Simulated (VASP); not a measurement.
# BAs: zone-centre modes, functional by functional, part 2 of 3

How much do the zone-centre frequencies of BAs depend on the functional? The starting structure is a measured crystal structure from the Crystallography Open Database.

VASP 6.6.1.

Results so far: LDA T2 700.2 cm⁻¹.

**3. Modes with LDA at the measured cell**

Level of this step: LDA; plane waves and PAW (As, B) (VASP).

A relaxation of the atoms in the fixed cell, not shown, had nothing to move.

INCAR

```
SYSTEM = BAs
PREC = Accurate
ENCUT = 450
EDIFF = 1E-08
NELM = 100
ISMEAR = 0
SIGMA = 0.03
LREAL = .FALSE.
ALGO = Normal
GGA = CA
NBANDS = 10
LORBIT = 11
LWAVE = .FALSE.
LCHARG = .FALSE.
KPAR = 4
IBRION = 8
LEPSILON = .TRUE.
ISIF = 2
```

POSCAR

```
BAs
1.0
    0.0000000000      2.3885000000      2.3885000000
    2.3885000000      0.0000000000      2.3885000000
    2.3885000000      2.3885000000      0.0000000000
As B
1 1
Direct
    0.7500000000      0.7500000000      0.7500000000
    0.0000000000      0.0000000000      0.0000000000
```

KPOINTS

```
Automatic mesh
0
Gamma
12 12 12
0 0 0
```

PAW data sets: As and B (LDA family, release 64).

Launch:

```
> mpirun -np 4 vasp_std
```

Output:

```text
[... set-up lines as in an earlier step ...]
 entering main loop
       N       E                     dE             d eps       ncg     rms          rms(c)
DAV:   1     0.915259671994E+01    0.91526E+01   -0.35742E+03  1440   0.632E+02
DAV:   2    -0.131029605583E+02   -0.22256E+02   -0.21319E+02  2042   0.101E+02
DAV:   3    -0.136417388500E+02   -0.53878E+00   -0.53789E+00  1708   0.159E+01
DAV:   4    -0.136430984371E+02   -0.13596E-02   -0.13594E-02  1744   0.926E-01
[...]
DAV:  11    -0.129206273099E+02   -0.14416E-05   -0.15449E-06  1754   0.921E-03    0.125E-02
DAV:  12    -0.129206271350E+02    0.17491E-06   -0.85182E-07  1598   0.405E-03    0.280E-03
DAV:  13    -0.129206271393E+02   -0.42886E-08   -0.31219E-08  1644   0.128E-03
   1 F= -.12920627E+02 E0= -.12920627E+02  d E =-.370784E-17
 Linear response reoptimize wavefunctions to high precision
DAV:   1    -0.129206271396E+02   -0.31940E-09   -0.57673E-09  1604   0.352E-04
DAV:   2    -0.129206271396E+02   -0.18645E-10   -0.13821E-10   912   0.974E-05
 Linear response G [H, r] |phi>, progress :
  Direction:   1
[...]
force on displaced ion       1 direction 1 : -16.288  -0.000  -0.000
 Born effective charge ion    1 direction 1 :   0.494   0.000   0.000
 Linear response progress:
  Degree of freedom:   2/  2
       N       E                     dE             d eps       ncg     rms          rms(c)
RMM:   1    -0.432918963091E-01   -0.43292E-01    0.95405E-04 13235   0.108E+00
RMM:   2    -0.403805255019E-01    0.29114E-02   -0.94851E-04  8792   0.215E-01    0.984E-02
RMM:   3    -0.404333848111E-01   -0.52859E-04   -0.61359E-05  9214   0.654E-02    0.516E-02
RMM:   4    -0.407032672618E-01   -0.26988E-03   -0.73207E-05  9057   0.605E-02    0.744E-03
RMM:   5    -0.406846071408E-01    0.18660E-04    0.36069E-06  9568   0.679E-03    0.695E-04
RMM:   6    -0.406826810774E-01    0.19261E-05    0.34293E-07  9533   0.539E-04    0.269E-04
RMM:   7    -0.406820216324E-01    0.65945E-06    0.16113E-07  9707   0.243E-04    0.476E-05
RMM:   8    -0.406821309350E-01   -0.10930E-06    0.39491E-08  9811   0.409E-05    0.125E-05
RMM:   9    -0.406821358135E-01   -0.48785E-08    0.36828E-08 10166   0.204E-05    0.180E-06
 first order change of Fermi-energy  -0.14063E-03
 force on displaced ion       2 direction 1 : -16.294   0.000   0.000
 Born effective charge ion    2 direction 1 :  -0.499   0.000   0.000
 Born effective charges drift removed
 Linear response finished
```

Run time: 90 s. Hardware: 4 MPI ranks of Intel Xeon Platinum 8259CL at 2.50GHz (Skylake/Cascade Lake), shared host; peak memory 1.1 GiB; 5.9 min of CPU time.

OUTCAR, selected parts (step 3):

```text
  Total       -0.5225981     -0.5225981     -0.5225981      0.0000000      0.0000000     -0.0000000
  in kB      -30.7236412    -30.7236412    -30.7236412      0.0000000      0.0000000     -0.0000000
  external PRESSURE =     -30.7236412 kB  Pullay stress =       0.0000000 kB

 POSITION                                       TOTAL-FORCE (eV/Angst)
 -----------------------------------------------------------------------------------
      3.58275      3.58275      3.58275        -0.000000     -0.000000     -0.000000
      0.00000      0.00000      0.00000         0.000000      0.000000      0.000000
 -----------------------------------------------------------------------------------
    total drift:                               -0.000000     -0.000000     -0.000000

 MACROSCOPIC STATIC DIELECTRIC TENSOR (including local field effects in DFT)
 ------------------------------------------------------
           9.764449    -0.000000    -0.000000
          -0.000000     9.764449     0.000000
          -0.000000    -0.000000     9.764449
 ------------------------------------------------------

 MACROSCOPIC STATIC DIELECTRIC TENSOR IONIC CONTRIBUTION
 ------------------------------------------------------
           0.099638     0.000000     0.000000
           0.000000     0.099638     0.000000
           0.000000     0.000000     0.099638
 ------------------------------------------------------

[... 1 part as in an earlier step ...]

[... 1 further part left out ...]
```

With LDA at the measured cell the mode is T2 684.8 cm⁻¹, -15.4 cm⁻¹ from LDA.

**4. Modes with PBEsol**

PBEsol restores the gradient expansion of exchange and is tuned for the cells of solids. The cell comes from a relaxation at this level, not shown (27.27 Å³).

Changes to INCAR since step 3:

```diff
@@ -9,3 +9,3 @@
 ALGO = Normal
-GGA = CA
+GGA = PS
 NBANDS = 10
```

POSCAR

```
BAs
1.0
    0.0000000000      2.3890562263      2.3890562263
    2.3890562263      0.0000000000      2.3890562263
    2.3890562263      2.3890562263      0.0000000000
As B
1 1
Direct
    0.7500000000      0.7500000000      0.7500000000
    0.0000000000      0.0000000000      0.0000000000
```

KPOINTS is that of step 3.

Potentials, in the order of the species: As and B (PBE family, release 64).

Launch:

```
> mpirun -np 4 vasp_std
```

Output:

```text
[banner, memory and clock lines left out]
running    4 mpi-ranks, on    1 nodes
[...]
|                                                                             |
|               ----> ADVICE to this user running VASP <----                  |
|                                                                             |
|     You enforced a specific xc type in the INCAR file but a different       |
|     [... a line on the potential file left out ...]
|     I HOPE YOU KNOW WHAT YOU ARE DOING!                                     |
|                                                                             |

 LDA part: xc-table for (Slater+PW92), standard interpolation
 POSCAR, INCAR and KPOINTS ok, starting setup
[...]
entering main loop
       N       E                     dE             d eps       ncg     rms          rms(c)
DAV:   1     0.975289622657E+01    0.97529E+01   -0.35478E+03  1440   0.628E+02
DAV:   2    -0.122364808220E+02   -0.21989E+02   -0.21146E+02  2008   0.996E+01
[...]
RMM:  12    -0.366920592237E-01    0.78640E-08   -0.31440E-07  5058   0.150E-05    0.342E-08
 first order change of Fermi-energy   0.17803E-02
 force on displaced ion       1 direction 1 : -16.647   0.000   0.000
 Born effective charge ion    1 direction 1 :   0.506   0.000   0.000
 Linear response progress:
  Degree of freedom:   2/  2
       N       E                     dE             d eps       ncg     rms          rms(c)
RMM:   1    -0.428266198159E-01   -0.42827E-01    0.16269E-03 13222   0.106E+00
RMM:   2    -0.400026167932E-01    0.28240E-02   -0.90575E-04  8810   0.210E-01    0.940E-02
RMM:   3    -0.400632884588E-01   -0.60672E-04   -0.47120E-05  9260   0.611E-02    0.498E-02
RMM:   4    -0.403148708749E-01   -0.25158E-03   -0.59960E-05  9046   0.568E-02    0.757E-03
[...]
RMM:   9    -0.402920779172E-01    0.42299E-07    0.15093E-07 10116   0.231E-05    0.283E-06
RMM:  10    -0.402920773134E-01    0.60378E-09    0.18877E-07  9174   0.131E-05    0.340E-07
RMM:  11    -0.402920775330E-01   -0.21955E-09    0.20124E-07  6847   0.103E-05    0.922E-08
 first order change of Fermi-energy  -0.14840E-02
 force on displaced ion       2 direction 1 : -16.652  -0.000  -0.000
 Born effective charge ion    2 direction 1 :  -0.512   0.000   0.000
 Born effective charges drift removed
 Linear response finished
```

Elapsed: 1.7 min, on 4 MPI ranks; peak memory 1.1 GiB; 6.9 min of CPU time.

Parts of OUTCAR (step 4):

```text
  Total        0.0010651      0.0010651      0.0010651      0.0000000      0.0000000      0.0000000
  in kB        0.0625764      0.0625764      0.0625764      0.0000000      0.0000000      0.0000000
  external PRESSURE =       0.0625764 kB  Pullay stress =       0.0000000 kB

 POSITION                                       TOTAL-FORCE (eV/Angst)
 -----------------------------------------------------------------------------------
      3.58358      3.58358      3.58358         0.000000      0.000000      0.000000
      0.00000      0.00000      0.00000        -0.000000     -0.000000     -0.000000
 -----------------------------------------------------------------------------------
    total drift:                               -0.000000     -0.000000     -0.000000

 MACROSCOPIC STATIC DIELECTRIC TENSOR (including local field effects in DFT)
 ------------------------------------------------------
           9.880677     0.000000     0.000000
           0.000000     9.880677     0.000000
           0.000000    -0.000000     9.880677
 ------------------------------------------------------

 MACROSCOPIC STATIC DIELECTRIC TENSOR IONIC CONTRIBUTION
 ------------------------------------------------------
           0.102224     0.000000     0.000000
           0.000000     0.102224    -0.000000
           0.000000    -0.000000     0.102224
 ------------------------------------------------------

[... 1 part as in an earlier step ...]

[... 1 further part left out ...]
```

With PBEsol the mode is T2 692.3 cm⁻¹, -7.9 cm⁻¹ from LDA.

**5. Modes with PBE**

PBE, the usual starting point, adds the gradient of the density. The cell comes from a relaxation at this level, not shown (27.94 Å³).

Changes to INCAR since step 4:

```diff
@@ -9,3 +9,3 @@
 ALGO = Normal
-GGA = PS
+GGA = PE
 NBANDS = 10
```

POSCAR

```
BAs
1.0
    0.0000000000      2.4085224107      2.4085224107
    2.4085224107      0.0000000000      2.4085224107
    2.4085224107      2.4085224107      0.0000000000
As B
1 1
Direct
    0.7500000000      0.7500000000      0.7500000000
    0.0000000000      0.0000000000      0.0000000000
```

KPOINTS is that of step 4.

Launch:

```
> mpirun -np 4 vasp_std
```

Output:

```text
[banner, memory and clock lines left out]
running    4 mpi-ranks, on    1 nodes
[...]
LDA part: xc-table for (Slater+PW92), standard interpolation
 POSCAR, INCAR and KPOINTS ok, starting setup
[...]
entering main loop
       N       E                     dE             d eps       ncg     rms          rms(c)
DAV:   1     0.990458543935E+01    0.99046E+01   -0.34356E+03  1448   0.621E+02
DAV:   2    -0.114402672715E+02   -0.21345E+02   -0.20425E+02  1998   0.997E+01
DAV:   3    -0.120035858010E+02   -0.56332E+00   -0.56256E+00  1730   0.160E+01
DAV:   4    -0.120048997781E+02   -0.13140E-02   -0.13139E-02  1798   0.883E-01
[...]
DAV:  13    -0.114105795868E+02   -0.57782E-07   -0.85335E-08  1758   0.203E-03    0.113E-03
DAV:  14    -0.114105797082E+02   -0.12142E-06   -0.16341E-08  1580   0.878E-04    0.104E-04
DAV:  15    -0.114105797139E+02   -0.56981E-08   -0.37883E-10   914   0.152E-04
   1 F= -.11410580E+02 E0= -.11410580E+02  d E =-.545443E-15
 Linear response reoptimize wavefunctions to high precision
[...]
RMM:  11    -0.367189019620E-01   -0.14466E-08   -0.88082E-10  8807   0.938E-06    0.325E-07
 first order change of Fermi-energy   0.16379E-03
 force on displaced ion       1 direction 1 : -16.030   0.000   0.000
 Born effective charge ion    1 direction 1 :   0.456   0.000   0.000
 Linear response progress:
  Degree of freedom:   2/  2
       N       E                     dE             d eps       ncg     rms          rms(c)
RMM:   1    -0.426477186266E-01   -0.42648E-01    0.33551E-03 13192   0.107E+00
RMM:   2    -0.398582746898E-01    0.27894E-02   -0.96132E-04  8781   0.213E-01    0.921E-02
RMM:   3    -0.399361683494E-01   -0.77894E-04   -0.42655E-05  9275   0.602E-02    0.492E-02
RMM:   4    -0.401998532281E-01   -0.26368E-03   -0.54164E-05  9038   0.572E-02    0.787E-03
[...]
RMM:   8    -0.401719939492E-01   -0.20453E-06   -0.27659E-08  9779   0.972E-05    0.167E-05
RMM:   9    -0.401719471625E-01    0.46787E-07   -0.13336E-08  9987   0.323E-05    0.497E-06
RMM:  10    -0.401719518576E-01   -0.46951E-08    0.17373E-09  9749   0.142E-05    0.589E-07
 first order change of Fermi-energy   0.20267E-04
 force on displaced ion       2 direction 1 : -16.036   0.000   0.000
 Born effective charge ion    2 direction 1 :  -0.462   0.000   0.000
 Born effective charges drift removed
 Linear response finished
```

Elapsed: 1.7 min, on 4 MPI ranks; peak memory 1.1 GiB.

Parts of OUTCAR (step 5):

```text
  Total        0.0010717      0.0010717      0.0010717     -0.0000000      0.0000000     -0.0000000
  in kB        0.0614498      0.0614498      0.0614498     -0.0000000      0.0000000     -0.0000000
  external PRESSURE =       0.0614498 kB  Pullay stress =       0.0000000 kB

 POSITION                                       TOTAL-FORCE (eV/Angst)
 -----------------------------------------------------------------------------------
      3.61278      3.61278      3.61278        -0.000000     -0.000000     -0.000000
      0.00000      0.00000      0.00000         0.000000      0.000000      0.000000
 -----------------------------------------------------------------------------------
    total drift:                               -0.000000     -0.000000     -0.000000

 MACROSCOPIC STATIC DIELECTRIC TENSOR (including local field effects in DFT)
 ------------------------------------------------------
           9.880658    -0.000000     0.000000
           0.000000     9.880658     0.000000
          -0.000000     0.000000     9.880658
 ------------------------------------------------------

 MACROSCOPIC STATIC DIELECTRIC TENSOR IONIC CONTRIBUTION
 ------------------------------------------------------
           0.084100    -0.000000    -0.000000
          -0.000000     0.084100     0.000000
          -0.000000     0.000000     0.084100
 ------------------------------------------------------

[... 1 part as in an earlier step ...]

[... 1 further part left out ...]
```

With PBE the mode is T2 679.4 cm⁻¹, -20.8 cm⁻¹ from LDA.

**6. Modes with PBEsol + D3(BJ)**

D3 with Becke-Johnson damping keeps a finite attraction at short range. The cell comes from a relaxation at this level, not shown (26.65 Å³).

Changes to INCAR since step 5:

```diff
@@ -9,3 +9,4 @@
 ALGO = Normal
-GGA = PE
+GGA = PS
+IVDW = 12
 NBANDS = 10
@@ -15,4 +16,6 @@
 KPAR = 4
-IBRION = 8
-LEPSILON = .TRUE.
+IBRION = 6
+NFREE = 2
+POTIM = 0.015
+NSW = 1
 ISIF = 2
```

POSCAR

```
BAs
1.0
    0.0000000000      2.3708336334      2.3708336334
    2.3708336334      0.0000000000      2.3708336334
    2.3708336334      2.3708336334      0.0000000000
As B
1 1
Direct
    0.7500000000      0.7500000000      0.7500000000
    0.0000000000      0.0000000000      0.0000000000
```

KPOINTS is that of step 5.

Launch:

```
> mpirun -np 4 vasp_std
```

Output:

```text
[banner, memory and clock lines left out]
running    4 mpi-ranks, on    1 nodes
[...]
[... a notice as in an earlier step ...]

 LDA part: xc-table for (Slater+PW92), standard interpolation
 POSCAR, INCAR and KPOINTS ok, starting setup
[...]
entering main loop
       N       E                     dE             d eps       ncg     rms          rms(c)
DAV:   1     0.992198197245E+01    0.99220E+01   -0.35394E+03  1456   0.630E+02
DAV:   2    -0.122383475786E+02   -0.22160E+02   -0.20687E+02  2004   0.989E+01
DAV:   3    -0.128459435418E+02   -0.60760E+00   -0.60645E+00  1738   0.162E+01
DAV:   4    -0.128475550458E+02   -0.16115E-02   -0.16114E-02  1710   0.914E-01
[...]
DAV:  13    -0.121941362838E+02   -0.40321E-07   -0.34219E-08  1748   0.138E-03    0.128E-03
DAV:  14    -0.121941363412E+02   -0.57368E-07   -0.74364E-09   996   0.472E-04    0.945E-05
DAV:  15    -0.121941363418E+02   -0.67251E-09   -0.32418E-10   860   0.157E-04
   1 F= -.12754354E+02 E0= -.12754354E+02  d E =-.169478E-27
[... from here on, the cycles between the ionic steps are left out ...]
   2 F= -.12752394E+02 E0= -.12752394E+02  d E =-.557430E-11
   3 F= -.12752394E+02 E0= -.12752394E+02  d E =-.555957E-11
   4 F= -.12752394E+02 E0= -.12752394E+02  d E =-.554344E-11
   5 F= -.12752394E+02 E0= -.12752394E+02  d E =-.551711E-11
 Finite differences progress:
  Degree of freedom:   2/  2
  Displacement:        2/  2
  Total:               4/  4
```

It took 28 s on 4 MPI ranks; peak memory 0.9 GiB; 1.8 min of CPU time.

Parts of OUTCAR (step 6):

```text
 Edisp (eV)   -0.56022

 Edisp (eV)   -0.56022

  Total       0.00073     0.00465     0.00465     0.00000     0.12967     0.00000
  in kB       0.04366     0.27931     0.27931     0.00000     7.79526     0.00000
  external pressure =        0.20 kB  Pullay stress =        0.00 kB

 POSITION                                       TOTAL-FORCE (eV/Angst)
 -----------------------------------------------------------------------------------
      3.55625      3.55625      3.55625        -0.261299      0.000000      0.000000
     -0.01500      0.00000      0.00000         0.261299      0.000000      0.000000
 -----------------------------------------------------------------------------------
    total drift:                                0.000039     -0.000000     -0.000000

  FREE ENERGIE OF THE ION-ELECTRON SYSTEM (eV)
  ---------------------------------------------------
  free  energy   TOTEN  =       -12.7523940990 eV

  energy  without entropy=      -12.7523940990  energy(sigma->0) =      -12.75239410

[... 1 part as in an earlier step ...]

[... 2 further parts left out ...]
[key lines of the parts left out:]
E-fermi :   6.5144
```

The last energy, forces and stress in OUTCAR belong to the last displaced cell, not to that of POSCAR.

With PBEsol + D3(BJ) the mode is T2 708.1 cm⁻¹, +7.9 cm⁻¹ from LDA.

**7. Modes with r2SCAN**

r2SCAN adds the kinetic-energy density, costs more than a GGA and is run with LASPH. The cell comes from a relaxation at this level, not shown (27.42 Å³).

Changes to INCAR since step 6:

```diff
@@ -9,4 +9,4 @@
 ALGO = Normal
-GGA = PS
-IVDW = 12
+METAGGA = R2SCAN
+LASPH = .TRUE.
 NBANDS = 10
```

POSCAR

```
BAs
1.0
    0.0000000000      2.3932883920      2.3932883920
    2.3932883920      0.0000000000      2.3932883920
    2.3932883920      2.3932883920      0.0000000000
As B
1 1
Direct
    0.7500000000      0.7500000000      0.7500000000
    0.0000000000      0.0000000000      0.0000000000
```

KPOINTS is that of step 6.

Launch:

```
> mpirun -np 4 vasp_std
```

Output:

```text
[banner, memory and clock lines left out]
running    4 mpi-ranks, on    1 nodes
[...]
[... a notice as in an earlier step ...]

 LDA part: xc-table for (None), standard interpolation
 POSCAR, INCAR and KPOINTS ok, starting setup
[...]
entering main loop
       N       E                     dE             d eps       ncg     rms          rms(c)
DAV:   1    -0.101179312320E+01   -0.10118E+01   -0.36247E+03  1440   0.650E+02
DAV:   2    -0.232208798832E+02   -0.22209E+02   -0.20971E+02  1986   0.102E+02
DAV:   3    -0.238428832028E+02   -0.62200E+00   -0.62085E+00  1698   0.167E+01
DAV:   4    -0.238445694997E+02   -0.16863E-02   -0.16862E-02  1764   0.965E-01
[...]
DAV:  13    -0.222550527617E+02   -0.14272E-06   -0.13271E-08  1280   0.836E-04    0.787E-04
DAV:  14    -0.222550527436E+02    0.18114E-07   -0.76733E-10   946   0.256E-04    0.259E-05
DAV:  15    -0.222550527405E+02    0.30709E-08   -0.54508E-11   886   0.579E-05
   1 F= -.22255053E+02 E0= -.22255053E+02  d E =-.800275E-18
[... from here on, the cycles between the ionic steps are left out ...]
   2 F= -.22253142E+02 E0= -.22253142E+02  d E =-.365122E-20
   3 F= -.22253142E+02 E0= -.22253142E+02  d E =-.364673E-20
   4 F= -.22253143E+02 E0= -.22253143E+02  d E =-.359576E-20
   5 F= -.22253143E+02 E0= -.22253143E+02  d E =-.361837E-20
 Finite differences progress:
  Degree of freedom:   2/  2
  Displacement:        2/  2
  Total:               4/  4
```

Run time: 2 min. Hardware: 4 MPI ranks; peak memory 0.89 GiB.

OUTCAR, selected parts (step 7):

```text
  Total        0.0026404      0.0059829      0.0059829      0.0000000      0.1004639      0.0000000
  in kB        0.1542981      0.3496288      0.3496288      0.0000000      5.8709109      0.0000000
  external PRESSURE =       0.2845186 kB  Pullay stress =       0.0000000 kB

 POSITION                                       TOTAL-FORCE (eV/Angst)
 -----------------------------------------------------------------------------------
      3.58993      3.58993      3.58993        -0.254770      0.000000      0.000000
     -0.01500      0.00000      0.00000         0.254770      0.000000      0.000000
 -----------------------------------------------------------------------------------
    total drift:                               -0.000207     -0.000001     -0.000001

  FREE ENERGIE OF THE ION-ELECTRON SYSTEM (eV)
  ---------------------------------------------------
  free  energy   TOTEN  =       -22.2531428527 eV

  energy  without entropy=      -22.2531428527  energy(sigma->0) =      -22.25314285

[... 1 part as in an earlier step ...]

[... 2 further parts left out ...]
[key lines of the parts left out:]
E-fermi :   6.2476
```

With r2SCAN the mode is T2 699.2 cm⁻¹, -1.0 cm⁻¹ from LDA.

(Continued in part 3 of 3.)

[Lines on the potential files, build, host, timing and source positions are cut from VASP's logs without a mark.]

[Logs are printed without paths, hosts, clocks, repeated set-up lines and the standing remarks that a program may print on its own settings, such as how far it seeks lower states.]

[Hosts, paths, dates, database ids (printed as entryN), source tags and the programs' standing remarks are cut or masked in the printed files.]
